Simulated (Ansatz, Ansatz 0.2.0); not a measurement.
# VBe2 lattice constants: PBEsol and r2SCAN fall short of an old compiled cell, most of all in c

## What was measured

The reference is the hexagonal cell of VBe$_2$ given in a printed reference work on crystal structure data of metal beryllides (original work of 1969). It lists $a$ = 4.394 Å and $c$ = 7.144 Å; neither method nor temperature is given with the values. The entry does not quite agree with itself: the two axes give $c/a$ = 1.626, while the printed ratio is 1.639. My own guess is that this is a room-temperature powder determination, perhaps converted from kX units, on material whose composition and purity are poorly documented. The misprint is probably in the ratio, but the entry alone does not prove that.

| compared with | measured | source's wording or label | method |
| --- | --- | --- | --- |
| a (Å) | 4.394 | hexagonal a | compiled value, method not stated |
| c (Å) | 7.144 | hexagonal c | compiled value, method not stated |

Conditions are those given with the value in the passage it was taken from; "not stated" means there, and the paper may say more elsewhere. The values are a selection: others may have been left out beforehand as unlike or outlying.

## Approach

I want both axes of the MgZn$_2$-type cell, each within 0.5 % of the reference. That is about what a good functional should reach for a metallic intermetallic. It is also tight enough to expose an error in the axial ratio, which a volume alone would hide.

The model is the 12-atom cell, non-magnetic and static, with cell and atoms relaxed in the symmetry of the start. Room-temperature expansion and zero-point motion are missing; for a compound rich in light Be I put them at roughly a few tenths of a per cent in length, so a sound static cell should come out slightly small.

The starting structure is itself a calculated one, and its $c$ of 7.033 Å is already 1.6 % below the reference, against 0.7 % for $a$. I shall watch whether that imbalance survives. I start with PBEsol, secure its mesh and its potentials, and then set r2SCAN beside it for scale.

Plain PBE isn't shown in this study.

System: VBe2 (vanadium diberyllide), hexagonal Laves MgZn2 type; P6_3/mmc (No. 194), 12 atoms in the primitive cell; the database structure is a structure relaxed by earlier theory (a GGA or r2SCAN, not named), not a measurement: a = 4.362 Å, c = 7.033 Å; structure from the Materials Project.

On the selection of runs and values: Further runs on this system are not shown.

## 1. PBEsol on two k meshes

PBEsol was made for equilibrium cells of dense solids and costs little more than LDA, which tends to overbind and would shorten both axes. VBe$_2$ is a metal with V 3d states at the Fermi level, so I run a denser mesh alongside the working one. I expect the two to agree closely and both axes to fall somewhat short of the reference.

**Run 1.** Ansatz 0.2.0: PBEsol, cell and atoms relaxed from the database structure, PAW set soft_2, cutoff 420 eV (default), 9x9x4 k mesh, Gaussian smearing 0.1 eV.

Key lines of the input:
```
crystal:
  # lattice and atoms
kpoints:
  mp_grid: { grid: [9, 9, 4] }
hamiltonian:
  xc: pbesol
scf:
  occupations: { method: gaussian, width: 0.1 }
output:
  forces: true
  stress: true
relax:
  adjacent_minimum: "off"
  f_tol: 0.005
  max_steps: 60
  cell: { stress_tol: 0.03 }
```

Command:
```
ansatz run input.yaml --threads 4 --pin off --max-ram 16384MiB --backend cpu --events-out ev --progress --plain --runs-dir out
```

Selected lines of the output:
```
  cell:  # Å, volume = 113.6691 Å³
    - [4.3338814154795715, -2.8684441388751817e-11, 0.0]
    - [0.0, 0.0, 6.98807601853859]
```

Converged; 17 s on 4 cores of Arm Neoverse V1, shared host.

**Run 2.** Ansatz 0.2.0: PBEsol, cell and atoms relaxed from the database structure, PAW set soft_2, cutoff 420 eV (default), 12x12x6 k mesh, Gaussian smearing 0.1 eV.

Key lines of the input, as changed from run 1:
```diff
  kpoints:
-   mp_grid: { grid: [9, 9, 4] }
+   mp_grid: { grid: [12, 12, 6] }
```

Selected lines of the output:
```
  cell:  # Å, volume = 113.6452 Å³
    - [4.334076789764805, -2.8685734991703737e-11, 0.0]
    - [0.0, 0.0, 6.985977756819679]
```

Converged; 36 s, same machine.

| quantity | run 1 | run 2 | measured |
| --- | --- | --- | --- |
| a (Å) | 4.334 | 4.334 | 4.394 |
| c (Å) | 6.988 | 6.986 | 7.144 |
| conventional cell volume (Å³) | 113.67 | 113.65 |  |

The mesh is not the problem: going to 12×12×6 leaves $a$ at 4.334 Å and moves $c$ by only 0.002 Å. Both axes miss the target on the short side, $a$ by 1.4 % and $c$ by 2.2 %. I expected a shortfall, but not one this large.

The shape is off as well. PBEsol gives $c/a$ = 1.612, against 1.626 from the reference axes, and the printed 1.639 lies further away still. Relaxation has therefore not removed the imbalance I noticed in the starting cell.

## 2. Cutoff and potentials under PBEsol

Before I blame the functional or the reference, I want the basis and the potentials tested at this same level. One run raises the PAW cutoff to 590 eV; the other replaces the PAW set with PseudoDojo norm-conserving potentials at their own, much higher cutoff. Both use the 9×9×4 mesh, which the last comparison justifies. I expect shifts well below the size of the miss; a large one from the second run alone would point to the PAW set.

**Run 3.** Ansatz 0.2.0: PBEsol, cell and atoms relaxed from the database structure, PAW set soft_2, cutoff 590 eV, 9x9x4 k mesh, Gaussian smearing 0.1 eV.

Key lines of the input, as changed from run 1:
```diff
+ basis:
+   ecutwfc: 590.0
```

Selected lines of the output:
```
    - [4.333746770770177, -2.8683550420646363e-11, 0.0]
    - [0.0, 0.0, 6.987772896434987]
```

Converged; 26 s, same machine.

**Run 4.** Ansatz 0.2.0: PBEsol, PseudoDojo norm-conserving pseudopotentials, cell and atoms relaxed from the database structure, cutoff 1197 eV (default), 9x9x4 k mesh, Gaussian smearing 0.1 eV.

Key lines of the input, as changed from run 1:
```diff
  hamiltonian:
+   pseudopotentials: { kind: nc, accuracy: standard }
```

Selected lines of the output:
```
    - [4.337816569749764, -2.8710486815923695e-11, 0.0]
    - [0.0, 0.0, 6.994645560359778]
```

Converged; 94 s, same machine.

| quantity | run 3 | run 4 | measured |
| --- | --- | --- | --- |
| a (Å) | 4.334 | 4.338 | 4.394 |
| c (Å) | 6.988 | 6.995 | 7.144 |
| conventional cell volume (Å³) | 113.66 | 113.98 |  |

Neither change comes near closing the gap. The higher cutoff moves both axes by less than 0.001 Å. The norm-conserving potentials lengthen each by about 0.1 %, to 4.338 and 6.995 Å, which still leaves $a$ 1.3 % and $c$ 2.1 % short. The miss therefore belongs to static, non-magnetic PBEsol or to the reference, not to the basis or to the PAW set. A test of the smearing width is not shown in this report.

## 3. r2SCAN beside PBEsol

r2SCAN is a meta-GGA built on different constraints, so it is a fair test of how much of the miss is PBEsol's own. I expect somewhat longer axes. What I most want to see is $c/a$: a change of functional can easily rescale the volume, but in a close-packed metal it should barely touch the axial ratio. I run it on the 9×9×4 mesh and repeat it on 6×6×4, so that this level has a mesh comparison of its own.

**Run 5.** Ansatz 0.2.0: r2SCAN, cell and atoms relaxed from the database structure, PAW set soft_2, cutoff 500 eV (default), 9x9x4 k mesh, Gaussian smearing 0.1 eV.

Key lines of the input, as changed from run 1:
```diff
  hamiltonian:
-   xc: pbesol
+   xc: r2scan
```

Command:
```
ansatz run input.yaml --threads 8 --pin off --max-ram 16384MiB --backend cpu --events-out ev --progress --plain --runs-dir out
```

Selected lines of the output:
```
    - [4.356343822323318, -2.8833112862211714e-11, 0.0]
    - [0.0, 0.0, 7.028570996247999]
```

Converged; 21 s on 8 cores of Intel Xeon at 2.70GHz, shared host.

**Run 6.** Ansatz 0.2.0: r2SCAN, cell and atoms relaxed from the database structure, PAW set soft_2, cutoff 500 eV (default), 6x6x4 k mesh, Gaussian smearing 0.1 eV.

Key lines of the input, as changed from run 5:
```diff
  kpoints:
-   mp_grid: { grid: [9, 9, 4] }
+   mp_grid: { grid: [6, 6, 4] }
```

Selected lines of the output:
```
    - [4.35628606090364, -2.8832730565680827e-11, 0.0]
    - [0.0, 0.0, 7.02688303830092]
```

Converged; 14 s, same machine.

| quantity | run 5 | run 6 | measured |
| --- | --- | --- | --- |
| a (Å) | 4.356 | 4.356 | 4.394 |
| c (Å) | 7.029 | 7.027 | 7.144 |
| conventional cell volume (Å³) | 115.52 | 115.49 |  |

r2SCAN lengthens both axes, as I expected, but not enough: $a$ = 4.356 Å is 0.9 % short and $c$ = 7.029 Å is 1.6 % short, so both still miss. The coarser mesh shifts $c$ by 0.002 Å and $a$ by less than 0.001 Å, far too little to matter here.

The axial ratio is the more telling number. From PBEsol to r2SCAN on the same mesh the volume grows by 1.6 %, yet $c/a$ only goes from 1.612 to 1.613. The reference axes give 1.626, about 0.8 % higher. A uniform rescaling of either cell cannot bring both axes exactly onto the reference. At best it splits the mismatch, leaving $a$ roughly 0.4 % long and $c$ roughly 0.4 % short, which is just inside the target. The change of functional acts almost as such a rescaling, but too small a one. The cause may lie in the reference cell or in something both levels leave out, such as magnetism; two functionals agreeing on a shape do not prove the printed values wrong.

## All runs against the measurement

| run | settings | a (Å) | deviation | c (Å) | deviation | cost |
| --- | --- | --- | --- | --- | --- | --- |
| 1 | PBEsol, PAW set soft_2, cutoff 420 eV (default), 9x9x4 k mesh | 4.334 | −0.060 (−1.4 %) | 6.988 | −0.156 (−2.2 %) | 67 core-s |
| 2 | PBEsol, PAW set soft_2, cutoff 420 eV (default), 12x12x6 k mesh | 4.334 | −0.060 (−1.4 %) | 6.986 | −0.158 (−2.2 %) | 2.4 core-min |
| 3 | PBEsol, PAW set soft_2, cutoff 590 eV, 9x9x4 k mesh | 4.334 | −0.060 (−1.4 %) | 6.988 | −0.156 (−2.2 %) | 1.7 core-min |
| 4 | PBEsol, PseudoDojo norm-conserving pseudopotentials, cutoff 1197 eV (default), 9x9x4 k mesh | 4.338 | −0.056 (−1.3 %) | 6.995 | −0.149 (−2.1 %) | 6.3 core-min |
| 5 | r2SCAN, PAW set soft_2, cutoff 500 eV (default), 9x9x4 k mesh | 4.356 | −0.038 (−0.9 %) | 7.029 | −0.115 (−1.6 %) | 2.8 core-min |
| 6 | r2SCAN, PAW set soft_2, cutoff 500 eV (default), 6x6x4 k mesh | 4.356 | −0.038 (−0.9 %) | 7.027 | −0.117 (−1.6 %) | 1.9 core-min |
|  | measured | 4.394 |  | 7.144 |  |  |

Further runs on the same system, made beside this series (convergence steps with loose settings among them):

| further | settings | a (Å) | deviation | c (Å) | deviation | cost |
| --- | --- | --- | --- | --- | --- | --- |
| F1 | r2SCAN+rVV10, PAW set soft_2, cutoff 500 eV (default), 9x9x4 k mesh | 4.351 | −0.043 (−1.0 %) | 7.020 | −0.124 (−1.7 %) | 3.7 core-min |
| F2 | PBEsol+D3(BJ), PAW set soft_2, cutoff 420 eV (default), 9x9x4 k mesh | 4.273 | −0.121 (−2.8 %) | 6.890 | −0.254 (−3.6 %) | 98 core-s |
| F3 | BLYP, PAW set soft_2, cutoff 420 eV (default), 9x9x4 k mesh | 4.392 | −0.002 (−0.0 %) | 7.075 | −0.069 (−1.0 %) | under 1 core-min |
| F4 | BLYP+D3(BJ), PAW set soft_2, cutoff 420 eV (default), 9x9x4 k mesh | 4.227 | −0.167 (−3.8 %) | 6.809 | −0.335 (−4.7 %) | 2 core-min |
| F5 | LDA, PAW set soft_2, cutoff 420 eV (default), 9x9x4 k mesh | 4.290 | −0.104 (−2.4 %) | 6.908 | −0.236 (−3.3 %) | 89 core-s |
| F6 | PBEsol, PAW set soft_2, cutoff 420 eV (default), 6x6x4 k mesh | 4.334 | −0.060 (−1.4 %) | 6.986 | −0.158 (−2.2 %) | under 1 core-min |
|  | measured | 4.394 |  | 7.144 |  |  |

## Conclusion

PBEsol, the level I started with, misses the 0.5 % target on both axes: $a$ is 1.4 % short and $c$ 2.2 % short, at 67 core-seconds on the working mesh. r2SCAN comes nearer, at 0.9 % and 1.6 %, but misses too.

The change of potentials was the most useful check, because it shifted the PBEsol axes by only about 0.1 %. The denser mesh and higher cutoff mattered even less. The coarser r2SCAN mesh added little.

Room-temperature expansion and zero-point motion would lengthen the computed axes by perhaps a few tenths of a per cent. That could bring r2SCAN's $a$ close to the target, but hardly its $c$, and it leaves PBEsol short on both.

The further runs sharpen the point about shape. From LDA to BLYP, with or without dispersion, $c/a$ stays within a few thousandths of the PBEsol value of 1.612, while the reference axes give 1.626. BLYP meets the target in $a$ almost exactly, yet leaves $c$ 1.0 % short. I take its $a$ for a chance hit, since BLYP usually makes metals too large. Adding D3 to PBEsol shortens both axes and worsens the miss.

This common difference in shape raises a question about the reference cell, but agreement among functionals is no proof against it, and the printed ratio of 1.639 lies even further from the computed shape. An error in the reference remains a conjecture, and the ratio alone cannot say which axis would be at fault. Poorly documented composition could contribute, as could magnetism, which these non-magnetic runs leave out. Plain PBE, not shown in this report, would be a natural further comparison, but a modern diffraction measurement on a well-characterised sample is what the question of shape needs most.

[Logs are printed without paths, hosts, clocks, repeated set-up lines and the standing remarks that a program may print on its own settings, such as how far it seeks lower states.]

[The runs shown are a pick from a larger set of finished runs; failed, doubtful and other runs were left out of it ahead of writing. So were measured values far from every level or from commonly accepted values, and agreement can look better than it is. Lines of input and output are excerpts and may be shortened.]
